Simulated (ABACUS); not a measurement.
# InP (F-43m) in ABACUS: a series of runs

One crystal, InP, is run at these levels: HLE16, PW91; tasks: band structure, equation of state.

All numbers are computed with ABACUS 3.10.1; they aren't measurements. Logs are shortened: lines on timing, memory, paths and dates and some standing lists are left out, and cuts for length are marked.

**The experiment to reproduce.**

A printed reference work, data compilation reports, for a bulk crystal of InP: band gap 1.4236 eV (direct) at 1.6 K; bulk modulus 71 GPa.

How close the calculation comes is told below.

### Step 1. The crystal as given

It takes space group F-43m (No. 216, cubic). The conventional cell has a = 5.861 Å, b = 5.861 Å, c = 5.861 Å, α = 90.00°, β = 90.00°, γ = 90.00°. In (site symmetry -43m) is surrounded by 4 P at 2.54 Å. Around P (site symmetry -43m) lie 4 In at 2.54 Å.

### Step 2. Band structure, HLE16

File INPUT:

```
INPUT_PARAMETERS
suffix              InP
calculation         nscf
basis_type          pw
pseudo_dir          ./
symmetry            -1
dft_functional      GGA_XC_HLE16
ecutwfc             71.0
pseudo_rcut         10
nspin               1
nbands              19
ks_solver           dav
smearing_method     fd
smearing_sigma      0.00367493
scf_thr             1e-08
scf_nmax            100
mixing_type         broyden
mixing_beta         0.7
init_chg            file
pw_diag_thr         1e-07
out_band            1
kpar                4
```

File STRU:

```
ATOMIC_SPECIES
In 114.8180 In.upf
P 30.9738 P.upf

LATTICE_CONSTANT
7.8316918400

LATTICE_VECTORS
0.0000000000 0.7071067812 0.7071067812
0.7071067812 0.0000000000 0.7071067812
0.7071067812 0.7071067812 0.0000000000

ATOMIC_POSITIONS
Cartesian

In
0.0
1
0.0000000000 0.0000000000 0.0000000000 1 1 1

P
0.0
1
1.0606601718 1.0606601718 1.0606601718 1 1 1
```

File KPT:

```
K_POINTS
12
Line
0.00000000 0.00000000 0.00000000 10 // G
0.50000000 0.00000000 0.50000000 10 // X
0.50000000 0.25000000 0.75000000 10 // W
0.37500000 0.37500000 0.75000000 10 // K
0.00000000 0.00000000 0.00000000 10 // G
0.50000000 0.50000000 0.50000000 10 // L
0.62500000 0.25000000 0.62500000 10 // U
0.50000000 0.25000000 0.75000000 10 // W
0.50000000 0.50000000 0.50000000 10 // L
0.37500000 0.37500000 0.75000000 1 // K
0.62500000 0.25000000 0.62500000 10 // U
0.50000000 0.00000000 0.50000000 1 // X
```

Potentials or basis: PseudoDojo NC SR 0.4.1 PBE standard, plane waves.

The run is started by

```sh
$ OMP_NUM_THREADS=1 mpirun -np 4 abacus > log
```

running log:

```text
ABACUS v3.10.1

               Atomic-orbital Based Ab-initio Computation at UStc

 ------------------------------------------------------------------------------------

 READING GENERAL INFORMATION
                           global_out_dir = OUT.InP/
                           global_in_card = INPUT
                               pseudo_dir = ./
                              orbital_dir =
                                    DSIZE = 4
                                    GSIZE = 1

 READING UNITCELL INFORMATION
                                    ntype = 2
                  lattice constant (Bohr) = 7.83169
              lattice constant (Angstrom) = 4.14435

 READING ATOM TYPE 1
                               atom label = In
                      L=0, number of zeta = 1
                      L=1, number of zeta = 1
                      L=2, number of zeta = 1
             number of atom for this type = 1

 READING ATOM TYPE 2
                               atom label = P
                      L=0, number of zeta = 1
                      L=1, number of zeta = 1
                      L=2, number of zeta = 1
             number of atom for this type = 1

                        TOTAL ATOM NUMBER = 2
CARTESIAN COORDINATES ( UNIT =       7.831691840000 Bohr ).
    atom                   x                   y                   z     mag                  vx                  vy                  vz
tauc_In1            0.0000000000        0.0000000000        0.0000000000  0.0000        0.0000000000        0.0000000000        0.0000000000
tauc_P1            1.0606601718        1.0606601718        1.0606601718  0.0000        0.0000000000        0.0000000000        0.0000000000

                          Volume (Bohr^3) = 339.666
                             Volume (A^3) = 50.3332

 Lattice vectors: (Cartesian coordinate: in unit of a_0)
                   +0           +0.707107           +0.707107
            +0.707107                  +0           +0.707107
            +0.707107           +0.707107                  +0
 Reciprocal vectors: (Cartesian coordinate: in unit of 2 pi/a_0)
            -0.707107           +0.707107           +0.707107
            +0.707107           -0.707107           +0.707107
            +0.707107           +0.707107           -0.707107
 The esolver type has been set to : ksdft_pw

                PAO radial cut off (Bohr) = 10

 Read in pseudopotential file is In.upf
                     pseudopotential type = NC
          exchange-correlation functional = PBE
                 nonlocal core correction = 1
                        valence electrons = 13
                                     lmax = 2
                           number of zeta = 3
                     number of projectors = 6
                           L of projector = 0
                           L of projector = 0
                           L of projector = 1
                           L of projector = 1
                           L of projector = 2
                           L of projector = 2
 XC functional updated to : GGA_XC_HLE16
          exchange-correlation functional = GGA_XC_HLE16
                PAO radial cut off (Bohr) = 10

 Read in pseudopotential file is P.upf
[... 97 lines left out ...]
[... 72 further k points ...]

           k-point number in this process = 26
       minimum distributed K point number = 25

[... K-POINTS CARTESIAN COORDINATES: 26 rows ...]

[... K-POINTS DIRECT COORDINATES: 26 rows ...]

 SETUP PLANE WAVES FOR WAVE FUNCTIONS
     energy cutoff for wavefunc (unit:Ry) = 71
              fft grid for wave functions = [ 45, 45, 45 ]
                    number of plane waves = 4279
                         number of sticks = 349

 PARALLEL PW FOR WAVE FUNCTIONS
     PROC   COLUMNS(POT)             PW
        1            349           4279
 --------------- sum -------------------
        1            349           4279

 SETUP NONLOCAL PSEUDOPOTENTIALS IN PLANE WAVE BASIS
 In non-local projectors:
 projector 1 L=0
 projector 2 L=0
 projector 3 L=1
 projector 4 L=1
 projector 5 L=2
 projector 6 L=2
 P non-local projectors:
 projector 1 L=0
 projector 2 L=0
 projector 3 L=1
 projector 4 L=1
 projector 5 L=2
 projector 6 L=2
      TOTAL NUMBER OF NONLOCAL PROJECTORS = 36

 Init Non-Local PseudoPotential table :
 Init Non-Local-Pseudopotential done.

                                     npwx = 3479

 Make real space PAO into reciprocal space.
       max mesh points in Pseudopotential = 1001
     dq(describe PAO in reciprocal space) = 0.01
                                    max q = 1015

 number of pseudo atomic orbitals for In is 3
WARNING: norm of atomic wavefunction # 2 of atomic type In is 0.999992, renormalized
WARNING: norm of atomic wavefunction # 3 of atomic type In is 0.998067, renormalized

 number of pseudo atomic orbitals for P is 2
WARNING: norm of atomic wavefunction # 2 of atomic type P is 0.999977, renormalized

 -------------------------------------------
 NONSELF-CONSISTENT
 -------------------------------------------
                                 init_chg = file
 try to read charge from file
 Read in the charge density: OUT.InP//InP-CHARGE-DENSITY.restart

 PW ALGORITHM --------------- ION=   1  ELEC=   1--------------------------------
 k(1/102) Iter steps (avg)=13 threshold=1e-07
 k(2/102) Iter steps (avg)=13 threshold=1e-07
 k(3/102) Iter steps (avg)=12 threshold=1e-07
 k(4/102) Iter steps (avg)=13 threshold=1e-07
 k(5/102) Iter steps (avg)=13 threshold=1e-07
 k(6/102) Iter steps (avg)=14 threshold=1e-07
 k(7/102) Iter steps (avg)=15 threshold=1e-07
 k(8/102) Iter steps (avg)=17 threshold=1e-07
 k(9/102) Iter steps (avg)=20 threshold=1e-07
 k(10/102) Iter steps (avg)=24 threshold=1e-07
[... 6 lines left out ...]
 k(17/102) Iter steps (avg)=25 threshold=1e-07
 k(18/102) Iter steps (avg)=16 threshold=1e-07
 k(19/102) Iter steps (avg)=19 threshold=1e-07
 k(20/102) Iter steps (avg)=20 threshold=1e-07
 k(21/102) Iter steps (avg)=26 threshold=1e-07
 k(22/102) Iter steps (avg)=21 threshold=1e-07
 k(23/102) Iter steps (avg)=19 threshold=1e-07
 k(24/102) Iter steps (avg)=17 threshold=1e-07
 k(25/102) Iter steps (avg)=15 threshold=1e-07
 k(26/102) Iter steps (avg)=16 threshold=1e-07
[... levels at 26 k points of this process ...]

 Density error is 0.00000000000
                          Error Threshold = 1.00000000000e-07
----------------------------------------------------------
     Energy           Rydberg                 eV
----------------------------------------------------------
 E_KohnSham     -157.7714758881      -2146.5910539480
 E_KS(sigma->0) -157.7714758855      -2146.5910539127
 E_Harris       -157.7714758881      -2146.5910539480
 E_band         -8.2562208279        -112.3316472063
 E_one_elec     -51.3621825469       -698.8183443544
 E_Hartree      39.3494643403        535.3769282761
 E_xc           -56.0383534815       -762.4409138859
 E_Ewald        -89.7204041949       -1220.7087239132
 E_entropy(-TS) -0.0000000052        -0.0000000707
 E_descf        0.0000000000         0.0000000000
 E_exx          0.0000000000         0.0000000000
 E_Fermi        0.4196904768         5.7101818810
----------------------------------------------------------

 charge density convergence is achieved
 final etot is -2146.5910539 eV
 EFERMI = 5.7101818810 eV

 STATE ENERGY(eV) AND OCCUPATIONS    NSPIN == 1
 1/26 kpoint (Cartesian) = 0.0000 0.0000 0.0000 (3479 pws)
       1       -11.7629      0.0196078
       2       -11.7629      0.0196078
       3       -11.7629      0.0196078
       4       -11.6644      0.0196078
       5       -11.6644      0.0196078
       6       -6.23161      0.0196078
[... 104 lines left out ...]
       6       -5.44945      0.0196078
[... 11 lines left out ...]
      18        19.5369        0.00000
      19        19.9832        0.00000

[... levels at 20 further k points ...]

 --------------------------------------------
 !FINAL_ETOT_IS -2146.591053948006 eV
 --------------------------------------------

 Output bands in file: OUT.InP/BANDS_1.dat
```

Wall time 8.7 s (4 MPI ranks of Intel Xeon 6975P-C (Granite Rapids), shared host); peak memory 0.44 GiB.

Results:

```yaml
Band_gap_along_the_path: 1.44 eV, direct
```

Levels at the corners of the path, in eV from the Fermi level:
```tsv
point	band 6	band 7	band 8	band 9	band 10	band 11	band 12	band 13
Γ	-11.93	-0.75	-0.75	-0.75	0.69	4.00	4.00	4.00
X	-9.91	-6.06	-2.73	-2.73	2.29	2.29	9.32	9.32
W	-9.87	-5.93	-3.22	-3.11	3.90	4.55	5.68	6.59
K	-9.94	-5.93	-3.48	-2.40	2.56	4.32	7.33	7.81
Γ	-11.93	-0.75	-0.75	-0.75	0.69	4.00	4.00	4.00
L	-10.49	-5.90	-1.58	-1.58	1.50	4.76	4.76	7.84
U	-9.94	-5.93	-3.48	-2.40	2.56	4.32	7.33	7.81
W	-9.87	-5.93	-3.22	-3.11	3.90	4.55	5.68	6.59
L	-10.49	-5.90	-1.58	-1.58	1.50	4.76	4.76	7.84
K	-9.94	-5.93	-3.48	-2.40	2.56	4.32	7.33	7.81
U	-9.94	-5.93	-3.48	-2.40	2.56	4.32	7.33	7.81
X	-9.91	-6.06	-2.73	-2.73	2.29	2.29	9.32	9.32
```

Caveat: the potentials were made for a functional far from this one; the density is read from an earlier self-consistent run, whose mesh may be coarse; the potentials were made for another functional, which shifts forces and pressure; spin-orbit coupling is left out, which moves the levels of the heavy elements.

### Step 3. Band structure, PW91

INPUT: that of step 2 with these lines changed.

```diff
@@ -6,4 +6,4 @@
 symmetry            -1
-dft_functional      GGA_XC_HLE16
-ecutwfc             71.0
+dft_functional      GGA_X_PW91+GGA_C_PW91
+ecutwfc             40.0
 pseudo_rcut         10
@@ -18,2 +18,3 @@
 mixing_beta         0.7
+ecutrho             320.0
 init_chg            file
```

File STRU:

```
ATOMIC_SPECIES
In 114.8180 in_pbe_v1.4.uspp.F.UPF
P 30.9738 p_pbe_v1.5.uspp.F.UPF

LATTICE_CONSTANT
1.8897261246

LATTICE_VECTORS
0.0000000000 2.9305000000 2.9305000000
2.9305000000 0.0000000000 2.9305000000
2.9305000000 2.9305000000 0.0000000000

ATOMIC_POSITIONS
Direct

In
0.0
1
0.0000000000 0.0000000000 0.0000000000 1 1 1

P
0.0
1
0.2500000000 0.2500000000 0.2500000000 1 1 1
```

KPT is that of step 2.

Potentials or basis: GBRV ultrasoft 1.5 PBE, plane waves.

The run is started by

```sh
$ OMP_NUM_THREADS=1 mpirun -np 4 abacus > log
```

Wall time 7 s (4 MPI ranks of AMD EPYC 7R43 (Zen 3), shared host); peak memory 0.72 GiB.

The run converged. Its results:

| Quantity | Value |
| --- | --- |
| Band gap along the path | 0.64 eV, direct |

Levels at the corners of the path, in eV from the Fermi level:
| point | band 7 | band 8 | band 9 | band 10 | band 11 | band 12 |
| --- | --- | --- | --- | --- | --- | --- |
| Γ | -0.35 | -0.35 | -0.35 | 0.29 | 3.71 | 3.71 |
| X | -6.13 | -2.68 | -2.68 | 1.40 | 1.90 | 8.80 |
| W | -5.98 | -3.31 | -3.27 | 3.94 | 3.99 | 5.18 |
| K | -5.99 | -3.66 | -2.30 | 2.00 | 4.01 | 7.13 |
| Γ | -0.35 | -0.35 | -0.35 | 0.29 | 3.71 | 3.71 |
| L | -6.10 | -1.33 | -1.33 | 1.11 | 4.45 | 4.45 |
| U | -5.99 | -3.66 | -2.30 | 2.00 | 4.01 | 7.13 |
| W | -5.98 | -3.31 | -3.27 | 3.94 | 3.99 | 5.18 |
| L | -6.10 | -1.33 | -1.33 | 1.11 | 4.45 | 4.45 |
| K | -5.99 | -3.66 | -2.30 | 2.00 | 4.01 | 7.13 |
| U | -5.99 | -3.66 | -2.30 | 2.00 | 4.01 | 7.13 |
| X | -6.13 | -2.68 | -2.68 | 1.40 | 1.90 | 8.80 |

Caveat: the density is read from an earlier self-consistent run, whose mesh may be coarse; the potentials were made for another functional, which shifts forces and pressure; spin-orbit coupling is left out, which moves the levels of the heavy elements.

### Step 4. Equation of state, PW91, 23.66 Å³/atom (volume scaled by 0.94)

File INPUT:

```
INPUT_PARAMETERS
suffix              InP
calculation         scf
basis_type          pw
pseudo_dir          ./
symmetry            1
dft_functional      GGA_X_PW91+GGA_C_PW91
ecutwfc             40
pseudo_rcut         10
nspin               1
nbands              13
ks_solver           dav
smearing_method     fd
smearing_sigma      0.00367493
scf_thr             1e-08
scf_nmax            100
mixing_type         broyden
mixing_beta         0.7
cal_force           1
cal_stress          1
ecutrho             320
kpar                4
```

File STRU:

```
ATOMIC_SPECIES
In 114.8180 in_pbe_v1.4.uspp.F.UPF
P 30.9738 p_pbe_v1.5.uspp.F.UPF

LATTICE_CONSTANT
1.8897261246

LATTICE_VECTORS
0.0000000000 2.8706770916 2.8706770916
2.8706770916 0.0000000000 2.8706770916
2.8706770916 2.8706770916 0.0000000000

ATOMIC_POSITIONS
Cartesian

In
0.0
1
0.0000000000 0.0000000000 0.0000000000 1 1 1

P
0.0
1
4.3060156374 4.3060156374 4.3060156374 1 1 1
```

File KPT:

```
K_POINTS
0
Gamma
6 6 6 0 0 0
```

Potentials or basis: GBRV ultrasoft 1.5 PBE, plane waves.

The run is started by

```sh
$ OMP_NUM_THREADS=1 mpirun -np 4 abacus > log
```

running log:

```text
ABACUS v3.10.1

               Atomic-orbital Based Ab-initio Computation at UStc

 ------------------------------------------------------------------------------------

 READING GENERAL INFORMATION
                           global_out_dir = OUT.InP/
                           global_in_card = INPUT
                               pseudo_dir = ./
                              orbital_dir =
                                    DSIZE = 4
                                    GSIZE = 1

 READING UNITCELL INFORMATION
                                    ntype = 2
                  lattice constant (Bohr) = 1.88973
              lattice constant (Angstrom) = 1

 READING ATOM TYPE 1
[... 429 lines left out ...]
       1       -6.74076      0.0370370
       2       -6.54248      0.0370370
       3       -6.54248      0.0370370
       4       -6.38844      0.0370370
       5       -6.38844      0.0370370
       6       -2.27351      0.0370370
       7        1.66739      0.0370370
       8        6.69245      0.0370370
       9        6.69245      0.0370370
      10        9.36979    1.31113e-11
      11        12.5642    2.35033e-39
      12        12.5642    2.35033e-39
      13        14.9439    5.03134e-60

------------------------------------------------------------------------------------------
 TOTAL-FORCE (eV/Angstrom)
------------------------------------------------------------------------------------------
                       In1         0.0000000000         0.0000000000         0.0000000000
                        P1         0.0000000000         0.0000000000         0.0000000000
------------------------------------------------------------------------------------------

----------------------------------------------------------------
 TOTAL-STRESS (KBAR)
----------------------------------------------------------------
        77.9186521316        -0.0000000000         0.0000000000
        -0.0000000000        77.9186521316        -0.0000000000
         0.0000000000         0.0000000000        77.9186521316
----------------------------------------------------------------
 TOTAL-PRESSURE: 77.918652 KBAR

 --------------------------------------------
 !FINAL_ETOT_IS -2029.9603601125338628 eV
 --------------------------------------------
```

It took 19 s on 4 MPI ranks of AMD EPYC 7R43 (Zen 3), shared host; peak memory 0.68 GiB.

Results:

```
Free energy            : -2029.9604 eV
Pressure               : 7.8 GPa
Band gap on the k mesh : 0.97 eV, direct
```

Caveat: the potentials were made for another functional, which shifts forces and pressure; spin-orbit coupling is left out, which moves the levels of the heavy elements.

### Step 5. Equation of state, PW91, 24.66 Å³/atom (volume scaled by 0.98)

INPUT is that of step 4.

File STRU:

```
ATOMIC_SPECIES
In 114.8180 in_pbe_v1.4.uspp.F.UPF
P 30.9738 p_pbe_v1.5.uspp.F.UPF

LATTICE_CONSTANT
1.8897261246

LATTICE_VECTORS
0.0000000000 2.9108316221 2.9108316221
2.9108316221 0.0000000000 2.9108316221
2.9108316221 2.9108316221 0.0000000000

ATOMIC_POSITIONS
Cartesian

In
0.0
1
0.0000000000 0.0000000000 0.0000000000 1 1 1

P
0.0
1
4.3662474332 4.3662474332 4.3662474332 1 1 1
```

KPT is that of step 4.

The run is started by

```sh
$ OMP_NUM_THREADS=1 mpirun -np 4 abacus > log
```

Run time: 23 s. Hardware: 4 MPI ranks of AMD EPYC 7R43 (Zen 3), shared host; peak memory 0.72 GiB.

It converged, with:

```yaml
Free_energy: -2030.0420 eV
Pressure: 4.1 GPa
Band_gap_on_the_k_mesh: 0.75 eV, direct
```

Caveat: the potentials were made for another functional, which shifts forces and pressure; spin-orbit coupling is left out, which moves the levels of the heavy elements.

### Step 6. Equation of state, PW91, 25.67 Å³/atom (volume scaled by 1.02)

INPUT is that of step 5.

File STRU:

```
ATOMIC_SPECIES
In 114.8180 in_pbe_v1.4.uspp.F.UPF
P 30.9738 p_pbe_v1.5.uspp.F.UPF

LATTICE_CONSTANT
1.8897261246

LATTICE_VECTORS
0.0000000000 2.9499078504 2.9499078504
2.9499078504 0.0000000000 2.9499078504
2.9499078504 2.9499078504 0.0000000000

ATOMIC_POSITIONS
Cartesian

In
0.0
1
0.0000000000 0.0000000000 0.0000000000 1 1 1

P
0.0
1
4.4248617756 4.4248617756 4.4248617756 1 1 1
```

KPT is that of step 5.

Potentials or basis: GBRV ultrasoft 1.5 PBE, plane waves.

The run is started by

```sh
$ OMP_NUM_THREADS=1 mpirun -np 4 abacus > log
```

Run time: 21 s. Hardware: 4 MPI ranks of AMD EPYC 7R43 (Zen 3), shared host; peak memory 0.72 GiB.

The run converged. Its results:

| Property | Result |
| --- | --- |
| Free energy | -2030.0823 eV |
| Pressure | 1.2 GPa |
| Band gap on the k mesh | 0.53 eV, direct |

Caveat: the potentials were made for another functional, which shifts forces and pressure; spin-orbit coupling is left out, which moves the levels of the heavy elements.

### Step 7. Equation of state, PW91, 26.68 Å³/atom (volume scaled by 1.06)

INPUT is that of step 6.

File STRU:

```
ATOMIC_SPECIES
In 114.8180 in_pbe_v1.4.uspp.F.UPF
P 30.9738 p_pbe_v1.5.uspp.F.UPF

LATTICE_CONSTANT
1.8897261246

LATTICE_VECTORS
0.0000000000 2.9879753761 2.9879753761
2.9879753761 0.0000000000 2.9879753761
2.9879753761 2.9879753761 0.0000000000

ATOMIC_POSITIONS
Cartesian

In
0.0
1
0.0000000000 0.0000000000 0.0000000000 1 1 1

P
0.0
1
4.4819630642 4.4819630642 4.4819630642 1 1 1
```

KPT is that of step 6.

The run is started by

```sh
$ OMP_NUM_THREADS=1 mpirun -np 4 abacus > log
```

It took 22 s on 4 MPI ranks of AMD EPYC 7R43 (Zen 3), shared host; peak memory 0.76 GiB.

It converged, with:

```
Free energy            : -2030.0888 eV
Pressure               : -1.2 GPa
Band gap on the k mesh : 0.32 eV, direct
```

Caveat: the potentials were made for another functional, which shifts forces and pressure; spin-orbit coupling is left out, which moves the levels of the heavy elements.

### Step 8. Equation of state, PW91

No new run: the results of the series are fitted here.

Results:

```
Equilibrium volume                      : 26.38 Å³/atom
Bulk modulus                            : 62 GPa
Pressure derivative of the bulk modulus : 4.0 (rough: it moves with the points fitted)
```

Energy against volume, from the lowest point:
```tsv
volume (Å³/atom)	energy (meV/atom)
23.657	64.20
24.663	23.40
25.670	3.21
26.677	0.00
```

Caveat: the potentials were made for another functional, which shifts forces and pressure.

### Step 9. How close it comes

Step 3. Measured gap of InP: 1.4236 eV (direct; 1.6 K; a printed reference work, data compilation). This calculation gives 0.64 eV (-0.78 eV). Spin-orbit coupling on In is left out. The value is that of PW91, without temperature or zero-point motion. Semilocal functionals fall short of measured gaps as a rule.

Step 8. Measured bulk modulus of InP: 71 GPa (a printed reference work, data compilation). This calculation gives 62 GPa (-13.2 %). The fit is for a static lattice scaled at fixed shape and fixed fractional positions.
